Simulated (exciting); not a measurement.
# Se (Pm-3m) in exciting: notebook

The runs below take Se through single point, with PBE.

Everything below comes from runs of exciting (release sodium). Logs are shortened: lines on timing, memory, paths and dates and some standing lists are left out, and cuts for length are marked.

## Step 1: The structure

Symmetry: Pm-3m, No. 221, cubic system. Conventional cell: a = 2.811 Å, b = 2.811 Å, c = 2.811 Å, α = 90.00°, β = 90.00°, γ = 90.00°. Se (site symmetry m-3m) has 6 Se at 2.81 Å as nearest neighbours.

This isn't the form of Se at room conditions, which is trigonal, of chains.

## Step 2: Single point, PBE

Input file input.xml:

```xml
<input>
  <title>Se</title>
  <structure speciespath="./" tshift="false">
    <crystal scale="1">
      <basevect>5.311194363801 0.000000000000 0.000000000000</basevect>
      <basevect>0.000000000000 5.311194363801 0.000000000000</basevect>
      <basevect>0.000000000000 0.000000000000 5.311194363801</basevect>
    </crystal>
    <species speciesfile="Se.xml" rmt="2">
      <atom coord="0.000000000000 0.000000000000 0.000000000000"/>
    </species>
  </structure>
  <groundstate do="fromscratch" ngridk="9 9 9" rgkmax="9" gmaxvr="14" lmaxapw="10" lmaxmat="10" lmaxvr="8" xctype="GGA_PBE" stype="Gaussian" swidth="0.00073499" nempty="8" ValenceRelativity="iora*" epsengy="1e-05" epspot="1e-05" maxscl="60" tforce="true" outputlevel="high"/>
</input>
```

Potentials or basis: all-electron LAPW+lo, shipped species files, valence relativity iora*.

On the command line:

```console
$ OMP_NUM_THREADS=1 exciting_smp
```

INFO.OUT:

```text
================================================================================
EXCITING SODIUM started
[... 10 lines left out ...]

 Lattice vectors (cartesian) :
      5.3111943638      0.0000000000      0.0000000000
      0.0000000000      5.3111943638      0.0000000000
      0.0000000000      0.0000000000      5.3111943638

 Reciprocal lattice vectors (cartesian) :
      1.1830079784      0.0000000000      0.0000000000
      0.0000000000      1.1830079784      0.0000000000
      0.0000000000      0.0000000000      1.1830079784

 Unit cell volume                           :     149.8223429294
 Brillouin zone volume                      :       1.6556289843

 Species :    1 (Se)
     parameters loaded from                 :    Se.xml
     name                                   :    selenium
     nuclear charge                         :     -34.00000000
     electronic charge                      :      34.00000000
     atomic mass                            :  143935.27480000
     muffin-tin radius                      :       2.00000000
     # of radial points in muffin-tin       :     350

     atomic positions (lattice) :
       1 :   0.00000000  0.00000000  0.00000000

 Total number of atoms per unit cell        :       1

 Spin treatment                             :    spin-unpolarised

 Number of Bravais lattice symmetries       :      48
 Number of crystal symmetries               :      48

 k-point grid                               :       9    9    9
 Total number of k-points                   :      35
 k-point set is reduced with crystal symmetries

 R^MT_min * |G+k|_max (rgkmax)              :       9.00000000
 Species with R^MT_min                      :       1 (Se)
 Maximum |G+k| for APW functions            :       4.50000000
 Maximum |G| for potential and density      :      14.00000000
 Polynomial order for pseudochg. density    :       9

 G-vector grid sizes                        :      24    24    24
 Total number of G-vectors                  :    6979

 Maximum angular momentum used for
     APW functions                          :      10
     computing H and O matrix elements      :      10
     potential and density                  :       8
     inner part of muffin-tin               :       2

 Total nuclear charge                       :     -34.00000000
 Total electronic charge                    :      34.00000000
 Total core charge                          :      18.00000000
 Total valence charge                       :      16.00000000

 Effective Wigner radius, r_s               :       1.01703606

 Number of empty states                     :       8
 Total number of valence states             :      17

 Maximum Hamiltonian size                   :     265
 Maximum number of plane-waves              :     251
 Total number of local-orbitals             :      14

 Exchange-correlation type                  :      20
     Perdew-Burke-Ernzerhof, Phys. Rev. Lett. 77, 3865 (1996)
     Generalised gradient approximation (GGA)

 Smearing scheme                            :    Gaussian
 Smearing width                             :       0.00073499

 Using multisecant Broyden potential mixing
[... 6 lines left out ...]
* Groundstate module started                                                   *
********************************************************************************
 Output level for this task is set to high

++++++++++++++++++++++++++++++++++++++++++++++++++++++++++++++++++++++++++++++++
[... 5 lines left out ...]
+ SCF iteration number :    1                                                  +
++++++++++++++++++++++++++++++++++++++++++++++++++++++++++++++++++++++++++++++++
 Total energy                               :     -2430.29345071
 _______________________________________________________________
 Fermi energy                               :         0.24400089
 Kinetic energy                             :      2488.49771127
 Coulomb energy                             :     -4830.76537656
 Exchange energy                            :       -86.34765819
 Correlation energy                         :        -1.67812722
 Sum of eigenvalues                         :     -1406.00630222
 Effective potential energy                 :     -3894.50401349
 Coulomb potential energy                   :     -3779.94383861
 xc potential energy                        :      -114.56017488
 Hartree energy                             :       778.58321206
 Electron-nuclear energy                    :     -5337.11026272
 Nuclear-nuclear energy                     :      -272.23832589
 Madelung energy                            :     -2940.79345725
 Core-electron kinetic energy               :         0.00000000

 DOS at Fermi energy (states/Ha/cell)       :        52.55313896

 Electron charges :
     core                                   :        18.00000000
     core leakage                           :         0.00078716
     valence                                :        16.00000000
     interstitial                           :         2.89826034
     charge in muffin-tin spheres :
                  atom     1    Se          :        31.10173966
     total charge in muffin-tins            :        31.10173966
     total charge                           :        34.00000000

++++++++++++++++++++++++++++++++++++++++++++++++++++++++++++++++++++++++++++++++
+ SCF iteration number :    2                                                  +
++++++++++++++++++++++++++++++++++++++++++++++++++++++++++++++++++++++++++++++++
 Total energy                               :     -2430.20857969
 _______________________________________________________________
 Fermi energy                               :         0.24339755
 Kinetic energy                             :      2488.42400563
 Coulomb energy                             :     -4830.61183099
 Exchange energy                            :       -86.34273365
 Correlation energy                         :        -1.67802069
 Sum of eigenvalues                         :     -1405.99107388
 Effective potential energy                 :     -3894.41507951
 Coulomb potential energy                   :     -3779.86162348
 xc potential energy                        :      -114.55345603
 Hartree energy                             :       778.51188161
 Electron-nuclear energy                    :     -5336.88538670
 Nuclear-nuclear energy                     :      -272.23832589
 Madelung energy                            :     -2940.68101924
 Core-electron kinetic energy               :         0.00000000
[... 425 lines left out ...]
++++++++++++++++++++++++++++++++++++++++++++++++++++++++++++++++++++++++++++++++
+ SCF iteration number :   14                                                  +
++++++++++++++++++++++++++++++++++++++++++++++++++++++++++++++++++++++++++++++++
 Total energy                               :     -2430.23000295
 _______________________________________________________________
 Fermi energy                               :         0.24231280
 Kinetic energy                             :      2488.24653863
 Coulomb energy                             :     -4830.45664923
 Exchange energy                            :       -86.34202334
 Correlation energy                         :        -1.67786901
 Sum of eigenvalues                         :     -1405.99081504
 Effective potential energy                 :     -3894.23735367
 Coulomb potential energy                   :     -3779.68496031
 xc potential energy                        :      -114.55239335
 Hartree energy                             :       778.53336302
 Electron-nuclear energy                    :     -5336.75168636
 Nuclear-nuclear energy                     :      -272.23832589
 Madelung energy                            :     -2940.61416907
 Core-electron kinetic energy               :         0.00000000

 DOS at Fermi energy (states/Ha/cell)       :        52.40759256

 Electron charges :
     core                                   :        18.00000000
     core leakage                           :         0.00078598
     valence                                :        16.00000000
     interstitial                           :         2.88932651
     charge in muffin-tin spheres :
                  atom     1    Se          :        31.11067349
     total charge in muffin-tins            :        31.11067349
     total charge                           :        34.00000000

 RMS change in effective potential (target) :  0.175268E-08  ( 0.100000E-04)
 Absolute change in total energy   (target) :  0.190535E-07  ( 0.100000E-04)
 Charge distance                   (target) :  0.433190E-09  ( 0.100000E-04)
 Abs. change in max-nonIBS-force   (target) :   0.00000      ( 0.500000E-04)

++++++++++++++++++++++++++++++++++++++++++++++++++++++++++++++++++++++++++++++++
| Convergency criteria checked for the last 2 iterations                       +
| Convergence targets achieved. Performing final SCF iteration                 +
++++++++++++++++++++++++++++++++++++++++++++++++++++++++++++++++++++++++++++++++
 Total energy                               :     -2430.23000294
 _______________________________________________________________
 Fermi energy                               :         0.24231281
 Kinetic energy                             :      2488.24653864
 Coulomb energy                             :     -4830.45664923
 Exchange energy                            :       -86.34202334
 Correlation energy                         :        -1.67786901
 Sum of eigenvalues                         :     -1405.99081502
 Effective potential energy                 :     -3894.23735366
 Coulomb potential energy                   :     -3779.68496031
 xc potential energy                        :      -114.55239335
 Hartree energy                             :       778.53336303
 Electron-nuclear energy                    :     -5336.75168637
 Nuclear-nuclear energy                     :      -272.23832589
 Madelung energy                            :     -2940.61416908
 Core-electron kinetic energy               :         0.00000000

 DOS at Fermi energy (states/Ha/cell)       :        52.40757631

 Electron charges :
     core                                   :        18.00000000
     core leakage                           :         0.00078598
     valence                                :        16.00000000
     interstitial                           :         2.88932651
     charge in muffin-tin spheres :
                  atom     1    Se          :        31.11067349
     total charge in muffin-tins            :        31.11067349
     total charge                           :        34.00000000

++++++++++++++++++++++++++++++++++++++++++++++++++++++++++++++++++++++++++++++++
+ Self-consistent loop stopped                                                 +
++++++++++++++++++++++++++++++++++++++++++++++++++++++++++++++++++++++++++++++++
 STATE.OUT is written

--------------------------------------------------------------------------------
- Writing atomic positions and forces                                          -
--------------------------------------------------------------------------------

 Atomic positions (lattice) :
 atom     1  Se  :     0.00000000    0.00000000    0.00000000

 Total atomic forces including IBS (cartesian) :
 atom     1  Se  :     0.00000000    0.00000000    0.00000000

 Atomic force components including IBS (cartesian) :
 atom     1  Se  :     0.00000000    0.00000000    0.00000000   HF force
                 :     0.00000000    0.00000000    0.00000000   core correction
                 :     0.00000000    0.00000000    0.00000000   IBS correction

********************************************************************************
* Groundstate module stopped                                                   *
********************************************************************************

================================================================================
| EXCITING SODIUM stopped                                                      =
================================================================================
```

Wall time 33 s (1 thread of Arm Neoverse V1, shared host); peak memory 0.1 GiB.

Results:

```yaml
Free_energy: -66129.9277 eV
Band_gap_on_the_k_mesh: none (metal or under the smearing width)
All_electrons_inside_the_program's_atomic_spheres: Se 31.11 (radii Se 2.0 bohr)
```

## Step 3: Single point, PBE

input.xml: that of step 2 with these lines changed.

```diff
@@ -12,3 +12,3 @@
   </structure>
-  <groundstate do="fromscratch" ngridk="9 9 9" rgkmax="9" gmaxvr="14" lmaxapw="10" lmaxmat="10" lmaxvr="8" xctype="GGA_PBE" stype="Gaussian" swidth="0.00073499" nempty="8" ValenceRelativity="iora*" epsengy="1e-05" epspot="1e-05" maxscl="60" tforce="true" outputlevel="high"/>
+  <groundstate do="fromscratch" ngridk="9 9 9" rgkmax="9" gmaxvr="14" lmaxapw="10" lmaxmat="10" lmaxvr="8" xctype="GGA_PBE" stype="Gaussian" swidth="0.00367493" nempty="8" ValenceRelativity="iora*" epsengy="1e-05" epspot="1e-05" maxscl="60" tforce="true" outputlevel="normal"/>
 </input>
```

Potentials or basis: all-electron LAPW+lo, shipped species files, valence relativity iora*.

On the command line:

```console
$ OMP_NUM_THREADS=1 exciting_smp
```

It took 31 s on 1 thread of Arm Neoverse V1, shared host; peak memory 0.1 GiB.

The run converged. Its results:

* Free energy: -66129.9305 eV
* Band gap on the k mesh: none (metal or under the smearing width)
* All electrons inside the program's atomic spheres: Se 31.11 (radii Se 2.0 bohr)
* Density of states at the Fermi level: 0.97 states/eV per cell

Levels at points of the mesh, in eV from the Fermi level:
```
           k point  band 5  band 6  band 7  band 8  band 9  band 10  band 11  band 12
(0.00, 0.00, 0.00)  -48.57  -16.18    1.43    1.43    1.43     7.79     7.79     7.99
```

Caveat: the log's total energy holds no entropy term; the free energy is that total less TS from the occupations.
